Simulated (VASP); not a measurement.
# C (Fd-3m) in VASP: notebook

Runs on C. Level: PBE. Tasks: relaxation of cell and atoms.

All numbers are computed with VASP 6.6.1; they aren't measurements. Logs are shortened: lines on timing, memory, paths and dates and some standing lists are left out, and cuts for length are marked.

## 1. The structure

The structure is cubic, space group Fd-3m (No. 227). The conventional cell has a = 3.567 Å, b = 3.567 Å, c = 3.567 Å, α = 90.00°, β = 90.00°, γ = 90.00°. C (site symmetry -43m) is surrounded by 4 C at 1.54 Å.

This isn't the form of C at room conditions, which is graphite.

## 2. Relaxation of cell and atoms, PBE

File INCAR:

```
ALGO = Normal
EDIFF = 1E-6
EDIFFG = -0.01
ENCUT = 600
GGA = PE
IBRION = 2
ISIF = 3
ISMEAR = 0
LASPH = T
LCHARG = F
LREAL = F
LWAVE = F
NELM = 80
NSW = 90
PREC = Accurate
SIGMA = 0.03
```

File KPOINTS:

```
k-points
0
Gamma
  14 14 14
```

File POSCAR:

```
C
1.0
    0.0000000000      1.7833700000      1.7833700000
    1.7833700000      0.0000000000      1.7833700000
    1.7833700000      1.7833700000      0.0000000000
C
2
Direct
    0.0000000000      0.0000000000      0.0000000000
    0.2500000000      0.2500000000      0.2500000000
```

Potentials or basis: VASP PAW PBE potentials, release 64 (C).

The run is started by

```console
> cat potpaw_PBE.64/C/POTCAR > POTCAR
> mpirun -np 1 vasp_std > vasp.out
```

OUTCAR:

```text
EDIFF = 1E-6
   EDIFFG = -0.01
   ENCUT = 600
   GGA = PE
   IBRION = 2
   ISIF = 3
   ISMEAR = 0
   LASPH = T
   LREAL = F
   NELM = 80
   NSW = 90
   PREC = Accurate

 ion  position               nearest neighbor table
   1  0.000  0.000  0.000-   2 1.54   2 1.54   2 1.54   2 1.54
   2  0.250  0.250  0.250-   1 1.54   1 1.54   1 1.54   1 1.54

  LATTYP: Found a face centered cubic cell.
 ALAT       =     3.5667400000

  Lattice vectors:

 A1 = (   0.0000000000,   1.7833700000,   1.7833700000)
 A2 = (   1.7833700000,   0.0000000000,   1.7833700000)
 A3 = (   1.7833700000,   1.7833700000,   0.0000000000)

Analysis of symmetry for initial positions (statically):
=====================================================================
 Subroutine PRICEL returns:
 Original cell was already a primitive cell.

 Routine SETGRP: Setting up the symmetry group for a
 face centered cubic supercell.

 Subroutine GETGRP returns: Found 48 space group operations
 (whereof 24 operations were pure point group operations)
 out of a pool of 48 trial point group operations.

The static configuration has the point symmetry T_d .
 The point group associated with its full space group is O_h .

Analysis of symmetry for dynamics (positions and initial velocities):
=====================================================================
 Subroutine PRICEL returns:
 Original cell was already a primitive cell.

 Routine SETGRP: Setting up the symmetry group for a
 face centered cubic supercell.

 Subroutine GETGRP returns: Found 48 space group operations
 (whereof 24 operations were pure point group operations)
 out of a pool of 48 trial point group operations.

The dynamic configuration has the point symmetry T_d .
 The point group associated with its full space group is O_h .

 Subroutine INISYM returns: Found 48 space group operations
 (whereof 24 operations are pure point group operations),
 and found     1 'primitive' translations

----------------------------------------------------------------------------------------

                                     Primitive cell

  volume of cell :      11.3437

  direct lattice vectors                    reciprocal lattice vectors
     0.000000000  1.783370000  1.783370000    -0.280368067  0.280368067  0.280368067
     1.783370000  0.000000000  1.783370000     0.280368067 -0.280368067  0.280368067
     1.783370000  1.783370000  0.000000000     0.280368067  0.280368067 -0.280368067

  length of vectors
     2.522066041  2.522066041  2.522066041     0.485611737  0.485611737  0.485611737

  position of ions in fractional coordinates (direct lattice)
     0.000000000  0.000000000  0.000000000
     0.250000000  0.250000000  0.250000000
[... 93 lines left out ...]
   EFERMI_NEDOS =   21; number of points for ismear=-14 and -15
   IALGO  =     38    algorithm
   IMIX   =      4    mixing-type and parameters
     AMIX     =   0.40;   BMIX     =  1.00
     AMIX_MAG =   1.60;   BMIX_MAG =  1.00
  volume/ion in A,a.u.               =       5.67        38.28
  Fermi-wavevector in a.u.,A,eV,Ry     =   1.457203  2.753714 28.891161  2.123440
  Thomas-Fermi vector in A             =   2.574032
   LORBIT       =      0    0 simple, 1 ext, 2 COOP (PROOUT), +10 PAW based schemes
   GGA     = PE    functional components
   LHFCALC =     F    Hartree Fock is set to
   AEXX    =    0.0000 exact exchange contribution
   IVDW    =     0    specifies the selected vdW correction
   LEPSILON=     F    determine dielectric tensor
   LRPA    =     F    only Hartree local field effects (RPA)
 conjugate gradient relaxation of ions
 non-spin polarized calculation
 Gauss-broadening in eV      SIGMA  =   0.03
  energy-cutoff  :      600.00
  volume of cell :       11.34
 maximum number of plane-waves:       388
   NGX =  9   NGY =  9   NGZ =  9

--------------------------------------- Ionic step        1  -------------------------------------------

 number of electron       7.9999999 magnetization

 Free energy of the ion-electron system (eV)
  ---------------------------------------------------
  ext. energy  EPLUGINS =         0.00000000
  ---------------------------------------------------
  free energy    TOTEN  =       -18.19007187 eV

  energy without entropy =      -18.19007187  energy(sigma->0) =      -18.19007187

------------------------ aborting loop because EDIFF is reached ----------------------------------------

  FORCE on cell =-STRESS in cart. coord.  units (eV):
  Direction    XX          YY          ZZ          XY          YZ          ZX
  --------------------------------------------------------------------------------------
  -------------------------------------------------------------------------------------
  Total        0.1259654      0.1259654      0.1259654      0.0000000     -0.0000000      0.0000000
  in kB       17.7912935     17.7912935     17.7912935      0.0000000     -0.0000000      0.0000000
  external PRESSURE =      17.7912935 kB  Pullay stress =       0.0000000 kB
[... 59 lines left out ...]
--------------------------------------- Ionic step        3  -------------------------------------------

 number of electron       7.9999999 magnetization

 Free energy of the ion-electron system (eV)
  ---------------------------------------------------
  ext. energy  EPLUGINS =         0.00000000
  ---------------------------------------------------
  free energy    TOTEN  =       -18.19032670 eV

  energy without entropy =      -18.19032670  energy(sigma->0) =      -18.19032670

 E-fermi :   9.8568     XC(G=0): -13.2301

 val. band max:        9.6693583728   @ k =   0.0000   0.0000   0.0000
 cond. band min:      13.7900980212   @ k =   0.3571   0.3571   0.0000
 fundamental gap:      4.1207396483
 Fermi energy:         9.8568151058

 k-point     1 :       0.0000    0.0000    0.0000
  band No.  band energies     occupation
      1     -11.7521      2.00000
      2       9.6694      2.00000
      3       9.6694      2.00000
      4       9.6694      2.00000
      5      15.2483      0.00000
      6      15.2483      0.00000
      7      15.2483      0.00000
      8      22.9070      0.00000
[... 243 lines left out ...]
 k-point    24 :       0.2857    0.1429    0.0000
  band No.  band energies     occupation
      1      -9.7069      2.00000
      2       3.6671      2.00000
      3       6.3656      2.00000
      4       7.0801      2.00000
      5      15.5710      0.00000
      6      19.6029      0.00000
      7      19.7107      0.00000
      8      22.0176      0.00000

 [... further k-points ...]
[... 5 lines left out ...]
  --------------------------------------------------------------------------------------
  -------------------------------------------------------------------------------------
  Total       -0.0001041     -0.0001041     -0.0001041      0.0000000      0.0000000      0.0000000
  in kB       -0.0146370     -0.0146370     -0.0146370      0.0000000      0.0000000      0.0000000
  external PRESSURE =      -0.0146370 kB  Pullay stress =       0.0000000 kB
[... 17 lines left out ...]
  FREE ENERGIE OF THE ION-ELECTRON SYSTEM (eV)
  ---------------------------------------------------
  free  energy   TOTEN  =       -18.1903267004 eV

  energy  without entropy=      -18.1903267004  energy(sigma->0) =      -18.19032670

 reached required accuracy - stopping structural energy minimisation
```

CONTCAR:

```text
C
   1.00000000000000
    -0.0000000000000000    1.7858054497151656    1.7858054497151656
     1.7858054497151656   -0.0000000000000000    1.7858054497151656
     1.7858054497151656    1.7858054497151656    0.0000000000000000
  C
     2
Direct
     0.0000000000000000    0.0000000000000000    0.0000000000000000
     0.2500000000000000    0.2500000000000000    0.2500000000000000

  0.00000000E+00  0.00000000E+00  0.00000000E+00
  0.00000000E+00  0.00000000E+00  0.00000000E+00
```

Run time: 12 s. Hardware: 1 thread of Intel Xeon Platinum 8259CL at 2.50GHz (Skylake/Cascade Lake), shared host; peak memory 0.12 GiB.

Results:

| Quantity | Value |
| --- | --- |
| Free energy | -18.1903 eV |
| Relaxed volume | 5.70 Å³/atom |
| Relaxed cell | a = 2.526 Å, b = 2.526 Å, c = 2.526 Å, α = 60.00°, β = 60.00°, γ = 60.00° |
| Space group after relaxing (to 0.05 Å) | Fd-3m (No. 227) |
| Energy gained by relaxing | 0.1 meV/atom |
| Ionic steps | 3 |
| Pressure after relaxing | 0.0 GPa |
| Band gap on the k mesh | 4.12 eV, indirect (least direct gap 5.58 eV) |

The path:
| step | energy change (eV) | largest force (eV/Å) | pressure (GPa) | volume (Å³) |
| --- | --- | --- | --- | --- |
| 1 | 0.0000 | 0.0000 | 1.78 | 11.34 |
| 2 | 0.0001 | 0.0000 | -2.16 | 11.45 |
| 3 | -0.0003 | 0.0000 | 0.00 | 11.39 |

Final structure:
```xyz
2
Lattice="0.0000 1.7858 1.7858 1.7858 0.0000 1.7858 1.7858 1.7858 0.0000" Properties=species:S:1:pos:R:3 pbc="T T T"
C     0.0000    0.0000    0.0000
C     0.8929    0.8929    0.8929
```

Levels at points of the mesh, in eV from the valence-band top:
| k point | band 1 | band 2 | band 3 | band 4 | band 5 | band 6 | band 7 | band 8 |
| --- | --- | --- | --- | --- | --- | --- | --- | --- |
| (0.00, 0.00, 0.00) | -21.42 | 0.00 | 0.00 | 0.00 | 5.58 | 5.58 | 5.58 | 13.24 |
| (0.50, 0.00, 0.00) | -15.67 | -13.33 | -2.79 | -2.79 | 8.44 | 8.44 | 8.79 | 15.66 |
| (0.50, 0.50, 0.00) | -12.74 | -12.74 | -6.27 | -6.27 | 4.75 | 4.75 | 16.74 | 16.74 |

A k mesh can miss the band edges. PBE usually gives volumes a little too large and moduli too small.

## 3. Relaxation of cell and atoms, PBE

This run uses another cell than the first one, of 5.70 Å³/atom, 1.004 times its volume.

INCAR, as its differences from that of step 2:

```diff
@@ -1,4 +1,4 @@
 ALGO = Normal
-EDIFF = 1E-6
-EDIFFG = -0.01
+EDIFF = 1E-7
+EDIFFG = -0.005
 ENCUT = 600
```

KPOINTS is that of step 2.

File POSCAR:

```
C                                       
1.0
   -0.0000000000      1.7858054497      1.7858054497
    1.7858054497     -0.0000000000      1.7858054497
    1.7858054497      1.7858054497      0.0000000000
  C             
     2
Direct
     0.0000000000000000    0.0000000000000000    0.0000000000000000
     0.2500000000000000    0.2500000000000000    0.2500000000000000
```

Potentials or basis: VASP PAW PBE potentials, release 64 (C).

The run is started by

```console
> cat potpaw_PBE.64/C/POTCAR > POTCAR
> mpirun -np 1 vasp_std > vasp.out
```

OUTCAR:

```text
EDIFF = 1E-7
   EDIFFG = -0.005
   ENCUT = 600
   GGA = PE
   IBRION = 2
   ISIF = 3
   ISMEAR = 0
   LASPH = T
   LREAL = F
   NELM = 80
   NSW = 90
   PREC = Accurate

 ion  position               nearest neighbor table
   1  0.000  0.000  0.000-   2 1.55   2 1.55   2 1.55   2 1.55
   2  0.250  0.250  0.250-   1 1.55   1 1.55   1 1.55   1 1.55

  LATTYP: Found a face centered cubic cell.
 ALAT       =     3.5716108994

  Lattice vectors:

 A1 = (   0.0000000000,   1.7858054497,   1.7858054497)
 A2 = (   1.7858054497,   0.0000000000,   1.7858054497)
 A3 = (   1.7858054497,   1.7858054497,   0.0000000000)

Analysis of symmetry for initial positions (statically):
=====================================================================
 Subroutine PRICEL returns:
 Original cell was already a primitive cell.

 Routine SETGRP: Setting up the symmetry group for a
 face centered cubic supercell.

 Subroutine GETGRP returns: Found 48 space group operations
 (whereof 24 operations were pure point group operations)
 out of a pool of 48 trial point group operations.

The static configuration has the point symmetry T_d .
 The point group associated with its full space group is O_h .

Analysis of symmetry for dynamics (positions and initial velocities):
=====================================================================
 Subroutine PRICEL returns:
 Original cell was already a primitive cell.

 Routine SETGRP: Setting up the symmetry group for a
 face centered cubic supercell.

 Subroutine GETGRP returns: Found 48 space group operations
 (whereof 24 operations were pure point group operations)
 out of a pool of 48 trial point group operations.

The dynamic configuration has the point symmetry T_d .
 The point group associated with its full space group is O_h .

 Subroutine INISYM returns: Found 48 space group operations
 (whereof 24 operations are pure point group operations),
 and found     1 'primitive' translations

----------------------------------------------------------------------------------------
[... 115 lines left out ...]
  Fermi-wavevector in a.u.,A,eV,Ry     =   1.455216  2.749959 28.812412  2.117653
  Thomas-Fermi vector in A             =   2.572276
   LORBIT       =      0    0 simple, 1 ext, 2 COOP (PROOUT), +10 PAW based schemes
   GGA     = PE    functional components
   LHFCALC =     F    Hartree Fock is set to
   AEXX    =    0.0000 exact exchange contribution
   IVDW    =     0    specifies the selected vdW correction
   LEPSILON=     F    determine dielectric tensor
   LRPA    =     F    only Hartree local field effects (RPA)
 conjugate gradient relaxation of ions
 non-spin polarized calculation
 Gauss-broadening in eV      SIGMA  =   0.03
  energy-cutoff  :      600.00
  volume of cell :       11.39
 maximum number of plane-waves:       392
   NGX =  9   NGY =  9   NGZ =  9

 number of electron       7.9999999 magnetization

 Free energy of the ion-electron system (eV)
  ---------------------------------------------------
  ext. energy  EPLUGINS =         0.00000000
  ---------------------------------------------------
  free energy    TOTEN  =       -18.19054292 eV

  energy without entropy =      -18.19054292  energy(sigma->0) =      -18.19054292

 E-fermi :   9.8568     XC(G=0): -13.2301

 val. band max:        9.6693633594   @ k =   0.0000   0.0000   0.0000
 cond. band min:      13.7900647803   @ k =   0.3571   0.3571   0.0000
 fundamental gap:      4.1207014209
 Fermi energy:         9.8568423944

 k-point     1 :       0.0000    0.0000    0.0000
  band No.  band energies     occupation
      1     -11.7521      2.00000
      2       9.6694      2.00000
      3       9.6694      2.00000
      4       9.6694      2.00000
      5      15.2483      0.00000
      6      15.2483      0.00000
      7      15.2483      0.00000
      8      22.9070      0.00000
[... 243 lines left out ...]
 k-point    24 :       0.2857    0.1429    0.0000
  band No.  band energies     occupation
      1      -9.7069      2.00000
      2       3.6671      2.00000
      3       6.3656      2.00000
      4       7.0801      2.00000
      5      15.5710      0.00000
      6      19.6029      0.00000
      7      19.7107      0.00000
      8      22.0176      0.00000

 [... further k-points ...]
[... 5 lines left out ...]
  --------------------------------------------------------------------------------------
  -------------------------------------------------------------------------------------
  Total       -0.0012382     -0.0012382     -0.0012382      0.0000000     -0.0000000     -0.0000000
  in kB       -0.1741740     -0.1741740     -0.1741740      0.0000000     -0.0000000     -0.0000000
  external PRESSURE =      -0.1741740 kB  Pullay stress =       0.0000000 kB

 VOLUME and BASIS-vectors are now :
 -----------------------------------------------------------------------------
  energy-cutoff  :      600.00
  volume of cell :       11.39
      direct lattice vectors                 reciprocal lattice vectors
     0.000000000  1.785805450  1.785805450    -0.279985706  0.279985706  0.279985706
     1.785805450  0.000000000  1.785805450     0.279985706 -0.279985706  0.279985706
     1.785805450  1.785805450  0.000000000     0.279985706  0.279985706 -0.279985706

 POSITION                                       TOTAL-FORCE (eV/Angst)
 -----------------------------------------------------------------------------------
      0.00000      0.00000      0.00000         0.000000      0.000000      0.000000
      0.89290      0.89290      0.89290        -0.000000     -0.000000     -0.000000
 -----------------------------------------------------------------------------------
    total drift:                                0.000000      0.000000      0.000000

  FREE ENERGIE OF THE ION-ELECTRON SYSTEM (eV)
  ---------------------------------------------------
  free  energy   TOTEN  =       -18.1905429241 eV

  energy  without entropy=      -18.1905429241  energy(sigma->0) =      -18.19054292

 reached required accuracy - stopping structural energy minimisation
```

CONTCAR:

```text
C
   1.00000000000000
     0.0000000000000000    1.7858054497000000    1.7858054497000000
     1.7858054497000000    0.0000000000000000    1.7858054497000000
     1.7858054497000000    1.7858054497000000    0.0000000000000000
  C
     2
Direct
     0.0000000000000000    0.0000000000000000    0.0000000000000000
     0.2500000000000000    0.2500000000000000    0.2500000000000000

  0.00000000E+00  0.00000000E+00  0.00000000E+00
  0.00000000E+00  0.00000000E+00  0.00000000E+00
```

Wall time 7.5 s (1 thread of Intel Xeon Platinum 8259CL at 2.50GHz (Skylake/Cascade Lake), shared host); peak memory 0.12 GiB.

Results:

```
Free energy             : -18.1905 eV
Pressure after relaxing : 0.0 GPa
Band gap on the k mesh  : 4.12 eV, indirect (least direct gap 5.58 eV)
```

Final structure:
```xyz
2
Lattice="0.0000 1.7858 1.7858 1.7858 0.0000 1.7858 1.7858 1.7858 0.0000" Properties=species:S:1:pos:R:3 pbc="T T T"
C     0.0000    0.0000    0.0000
C     0.8929    0.8929    0.8929
```

Caveat: the relaxation stopped at its first step, so nothing moved.
